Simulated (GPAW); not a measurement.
# ZnS (F-43m) in GPAW: further runs, part 2 of 2

GPAW 26.7.0. The steps go on from the part before.

**4. Second-harmonic response, PBE**

run.py

```python
import numpy as np
from ase.dft.bandgap import bandgap
from ase.io import write
from ase.spacegroup import crystal
from gpaw import GPAW, PW
from gpaw.nlopt.matrixel import make_nlodata
from gpaw.nlopt.shg import get_shg
from gpaw.nlopt.shift import get_shift

# Zn 4c
# S 4a
atoms = crystal(['Zn', 'S'],
                basis=[[0.25, 0.25, 0.25],
                       [0.0, 0.0, 0.0]],
                spacegroup=216, setting=1,  # F-43m
                cellpar=[5.404, 5.404, 5.404, 90.0, 90.0, 90.0],
                primitive_cell=True)

calc = GPAW(mode=PW(400),
            xc='PBE',
            kpts={'size': (7, 7, 7), 'gamma': True},
            occupations={'name': 'fermi-dirac', 'width': 0.05},
            nbands=18,
            convergence={'density': 1e-06},
            maxiter=60,
            txt='gpaw.txt')
atoms.calc = calc
energy = atoms.get_potential_energy()
calc.write('gs.gpw')
write('result.traj', atoms)
print(f'Energy: {energy:.6f} eV')
print('Fermi level:', round(calc.get_fermi_level(), 4), 'eV')
print(f'Gap: {bandgap(calc)[0]:.4f} eV, direct: {bandgap(calc, direct=True)[0]:.4f} eV')

dense = calc.fixed_density(kpts={'size': (5, 5, 5), 'gamma': True},
                           nbands=21, convergence={'bands': 15},
                           symmetry={'point_group': False}, txt='dense.txt')
dense.write('dense.gpw', mode='all')

nlodata = make_nlodata('dense.gpw', nf=15)
freqs = np.linspace(0, 7, 141)
shg, shift = [freqs], [freqs]
for pol in ['xyz']:
    chi = get_shg(nlodata, freqs=freqs, eta=0.02, pol=pol, gauge='vg', out_name=f'shg_{pol}.npy')[1] * 1e12  # pm/V
    sigma = get_shift(nlodata, freqs=freqs, eta=0.02, pol=pol, out_name=f'shift_{pol}.npy')[1] * 1e6  # uA/V^2
    shg += [chi.real, chi.imag]
    shift += [sigma.real]
    print(f'chi(2) {pol} at zero frequency: {chi[0].real:.3f} pm/V')
np.savetxt('shg.dat', np.array(shg).T, fmt='%.3f')
np.savetxt('shift.dat', np.array(shift).T, fmt='%.3f')
```

Potentials or basis: GPAW PAW data sets (gpaw-data 1.2.1), pw.

Started as:

```bash
> OMP_NUM_THREADS=1 python run.py
```

gpaw.txt:

```text
__  _  _
 | _ |_)|_||  |
 |__||  | ||/\| - 26.7.0

Input parameters:
  mode=PW(ecut=400.0),
  convergence={'density': 1e-06},
  kpts=MonkhorstPack(size=(7, 7, 7), gamma=True),
  maxiter=60,
  nbands=18,
  occupations=Occupations(name='fermi-dirac', width=0.05),
  xc=XC(name='PBE')

Diagonalizing LCAO Hamiltonian
Converting LCAO to pw mode

           Zn

       S

Atoms  # Å, Bohr magnetons
|   | symbol |        x |        y |        z |    initial magnetic moments |
|---|--------|----------|----------|----------|-----------------------------|
| 0 |     Zn | 1.351000 | 1.351000 | 1.351000 | ( 0.0000,  0.0000,  0.0000) |
| 1 |      S | 0.000000 | 0.000000 | 0.000000 | ( 0.0000,  0.0000,  0.0000) |

Unit cell  # Å
| periodic |        x |        y |        z |  lengths |    angles |
|----------|----------|----------|----------|----------|-----------|
[... 161 lines left out ...]
|---------|-|-------------|-------|-------|
|iter:   1| |   -7.242376 | -0.19 |       |
|iter:   2| |   -7.155705 | -1.88 | -1.18 |
|iter:   3| |   -6.869932 | -1.54 | -1.23 |
|iter:   4| |   -6.869583 | -2.79 | -1.79 |
|iter:   5| |   -6.870836c| -3.92 | -2.23 |
|iter:   6| |   -6.870772c| -4.44 | -2.99 |
|iter:   7| |   -6.870792c| -5.40 | -3.51 |
|iter:   8| |   -6.870797c| -6.03 | -3.87 |
|iter:   9| |   -6.870797c| -8.45c| -4.92 |
|iter:  10| |   -6.870797c| -7.77c| -5.39 |
|iter:  11| |   -6.870797c| -9.20c| -6.27c|

Converged in 11 steps
Energy contributions relative to reference atoms: (reference = -59718.946550)

Energy contributions:
  Kinetic:          11.549233
  Coulomb:          -9.753709
  Zero:              0.011819
  External:          0.000000
  Xc:               -8.678140
  Entropy:          -0.000000
  Spinorbit:         0.000000
  ----------------------------
  Free energy:      -6.870797
  Extrapolated:     -6.870797

dipole moment: (-20.040292, -20.040292, -20.040292)  # |e|*Ang

Fermi level: 4.695
Eigenvalues  # (at kpt = [0.000, 0.000, 0.000])
| band index |      eig [eV] | occ [0-2] |
|------------|---------------|-----------|
|          0 |        -9.383 |     2.000 |
|          1 |        -2.555 |     2.000 |
|          2 |        -2.555 |     2.000 |
|          3 |        -2.555 |     2.000 |
|          4 |        -2.060 |     2.000 |
|          5 |        -2.060 |     2.000 |
[... 10 lines left out ...]
|         16 |        18.296 |     0.000 |
|         17 |        18.296 |     0.000 |

Gap: 2.104 eV
Transition (v -> c):
  (s=0, k=0, n=8, [0.00, 0.00, 0.00]) -> (s=0, k=0, n=9, [0.00, 0.00, 0.00])
No difference between direct/indirect transitions
# Writing to gs.gpw (mode='')
```

stdout:

```text
Energy: -6.870797 eV
Fermi level: 4.6947 eV
Gap: 2.1040 eV, direct: 2.1040 eV
Calculating momentum matrix elements for spin channel 0.

Calculation in the vg gauge for element xyz.

Calculation for element xyz.

chi(2) xyz at zero frequency: -50.379 pm/V
```

Wall time 27 s (1 thread of Arm Neoverse V1, shared host); peak memory 0.17 GiB.

These settings aren't checked as converged: the numbers below hold their error.

What came out:

```
Free energy            : -6.8708 eV
Band gap on the k mesh : 2.10 eV, direct
```

Caveat: the k mesh is coarse; independent particles: no local fields, no excitons, no shift of the gap; the long-wavelength limit can be off by several per cent where d states take part; an odd mesh through Γ misses points on the zone boundary, where band edges often lie.

**5. Dielectric tensor, PBE**

run.py

```python
import numpy as np
from ase import Atoms
from ase.dft.bandgap import bandgap
from ase.io import write
from gpaw import GPAW, PW
from gpaw.response.df import DielectricFunction

atoms = Atoms(['Zn', 'S'],
              cell=[[0.0, 2.702, 2.702],
                    [2.702, 0.0, 2.702],
                    [2.702, 2.702, 0.0]],
              scaled_positions=[[0.75, 0.75, 0.75],
                                [0.0, 0.0, 0.0]],
              pbc=True)

calc = GPAW(mode=PW(500),
            xc='PBE',
            kpts={'size': (7, 7, 7), 'gamma': True},
            occupations={'name': 'fermi-dirac', 'width': 0.001},
            nbands=18,
            convergence={'density': 1e-06},
            maxiter=150,
            txt='gpaw.txt')
atoms.calc = calc
energy = atoms.get_potential_energy()
calc.write('gs.gpw')
write('result.traj', atoms)
print(f'Energy: {energy:.6f} eV')
print('Fermi level:', round(calc.get_fermi_level(), 4), 'eV')
print(f'Gap: {bandgap(calc)[0]:.4f} eV, direct: {bandgap(calc, direct=True)[0]:.4f} eV')

for size in [(15, 15, 15), (21, 21, 21)]:
    name = 'x'.join(str(n) for n in size)
    dense = calc.fixed_density(kpts={'size': size, 'gamma': True},
                               nbands=31, convergence={'bands': 25},
                               update_fermi_level=True, txt=f'dense-{name}.txt')
    dense.write(f'{name}.gpw', mode='all')
    df = DielectricFunction(f'{name}.gpw', frequencies=np.array([0.0]), hilbert=False, eta=0.001,
                            ecut=80, nbands=25, intraband=False, txt=f'df-{name}.txt')
    for xc in ['RPA', 'ALDA_X', 'LR0.2']:
        for direction in ['x', 'y', 'z', [0, 1, 1], [1, 0, 1], [1, 1, 0]]:
            e0, e = df.get_macroscopic_dielectric_constant(xc=xc, direction=direction)
            print(f'{name} {xc} {direction}: {e0:.4f} without, {e:.4f} with local fields')
```

Potentials or basis: GPAW PAW data sets (gpaw-data 1.2.1), pw.

Started as:

```bash
> OMP_NUM_THREADS=1 python run.py
```

gpaw.txt:

```text
__  _  _
 | _ |_)|_||  |
 |__||  | ||/\| - 26.7.0

Input parameters:
  mode=PW(ecut=500.0),
  convergence={'density': 1e-06},
  kpts=MonkhorstPack(size=(7, 7, 7), gamma=True),
  maxiter=150,
  nbands=18,
  occupations=Occupations(name='fermi-dirac', width=0.001),
  xc=XC(name='PBE')

Diagonalizing LCAO Hamiltonian
Converting LCAO to pw mode

                    Zn

       S

Atoms  # Å, Bohr magnetons
|   | symbol |        x |        y |        z |    initial magnetic moments |
|---|--------|----------|----------|----------|-----------------------------|
| 0 |     Zn | 4.053000 | 4.053000 | 4.053000 | ( 0.0000,  0.0000,  0.0000) |
| 1 |      S | 0.000000 | 0.000000 | 0.000000 | ( 0.0000,  0.0000,  0.0000) |

Unit cell  # Å
| periodic |        x |        y |        z |  lengths |    angles |
[... 162 lines left out ...]
|---------|-|-------------|-------|-------|
|iter:   1| |   -7.285018 | -0.15 |       |
|iter:   2| |   -7.198321 | -1.84 | -1.18 |
|iter:   3| |   -6.913594 | -1.51 | -1.23 |
|iter:   4| |   -6.913844 | -2.71 | -1.79 |
|iter:   5| |   -6.915248c| -3.78 | -2.23 |
|iter:   6| |   -6.915189c| -4.35 | -3.00 |
|iter:   7| |   -6.915212c| -5.32 | -3.52 |
|iter:   8| |   -6.915218c| -6.05 | -3.87 |
|iter:   9| |   -6.915218c| -8.21c| -4.90 |
|iter:  10| |   -6.915218c| -7.66c| -5.37 |
|iter:  11| |   -6.915218c| -9.01c| -6.28c|

Converged in 11 steps
Energy contributions relative to reference atoms: (reference = -59718.946550)

Energy contributions:
  Kinetic:          11.041182
  Coulomb:          -9.333369
  Zero:              0.029307
  External:          0.000000
  Xc:               -8.652338
  Entropy:          -0.000000
  Spinorbit:         0.000000
  ----------------------------
  Free energy:      -6.915218
  Extrapolated:     -6.915218

dipole moment: (-14.581119, -14.581119, -14.581119)  # |e|*Ang

Fermi level: 4.498
Eigenvalues  # (at kpt = [0.000, 0.000, 0.000])
| band index |      eig [eV] | occ [0-2] |
|------------|---------------|-----------|
|          0 |        -9.385 |     2.000 |
|          1 |        -2.562 |     2.000 |
|          2 |        -2.562 |     2.000 |
|          3 |        -2.562 |     2.000 |
|          4 |        -2.067 |     2.000 |
|          5 |        -2.067 |     2.000 |
[... 10 lines left out ...]
|         16 |        18.294 |     0.000 |
|         17 |        18.294 |     0.000 |

Gap: 2.105 eV
Transition (v -> c):
  (s=0, k=0, n=8, [0.00, 0.00, 0.00]) -> (s=0, k=0, n=9, [0.00, 0.00, 0.00])
No difference between direct/indirect transitions
# Writing to gs.gpw (mode='')
```

It took 3.6 min on 1 thread of Arm Neoverse V1, shared host; peak memory 0.91 GiB.

Results:

```yaml
Free_energy: -6.9152 eV
Band_gap_on_the_k_mesh: 2.11 eV, direct
Electronic_dielectric_tensor_diagonal: 5.56
```

Electronic dielectric tensor:
```
5.56 0.00 0.00
0.00 5.56 0.00
0.00 0.00 5.56
```

Caveat: the long-wavelength limit can be off by several per cent where d states take part; an odd mesh through Γ misses points on the zone boundary, where band edges often lie.

**6. The reference run**

An earlier run on the cell as given: functional PBE; potentials or basis GPAW PAW data sets (gpaw-data 1.2.1); cutoff 600 eV; basis pw; k mesh 9 × 9 × 9; occupations fermi-dirac, width 0.05 eV; no spin polarisation.

- Pressure: 1.6 GPa
- Band gap on the k mesh: 2.10 eV, direct

**7. Summary**

| task | cell | k mesh | cutoff (eV) | smearing | gauge | eta | maxiter | response k mesh | elements | other keys | gap on the mesh (eV) |
| --- | --- | --- | --- | --- | --- | --- | --- | --- | --- | --- | --- |
| second-harmonic response | volume scaled by 0.92 | 7 × 7 × 7 | 500 | fermi-dirac 0.05 eV | vg | 0.2 eV | 50 | 17 × 17 × 17 | 3 | several, not listed | 2.47 |
| eps q | as given | 7 × 7 × 7 | 400 | fermi-dirac 0.05 eV | - | - | 80 | 13 × 13 × 13 | - | several, not listed | 2.10 |
| dielectric tensor | as given | 7 × 7 × 7 | 500 | fermi-dirac 0.001 eV | - | - | 150 | 21 × 21 × 21 | - | - | 2.11 |
| single point | as given | 9 × 9 × 9 | 600 | fermi-dirac 0.05 eV | - | - | 150 | - | - | - | 2.10 |

Alike in all rows: level PBE; potentials or basis GPAW PAW data sets (gpaw-data 1.2.1), pw; no spin polarisation.

Caveats: an odd mesh through Γ misses points on the zone boundary, where band edges often lie (some runs); the long-wavelength limit can be off by several per cent where d states take part (some runs); independent particles: no local fields, no excitons, no shift of the gap (some runs).

Total energies depend on the potentials used, so only differences within one code and one set of settings carry meaning.

**8. Against experiment**

Step 5. The gap isn't set beside the deposited one, since this odd mesh misses points on the zone boundary. Against the measured high-frequency dielectric constant of ZnS, 5.14 (a printed reference work, monograph), the calculated 5.56 is off by +8.1 %.
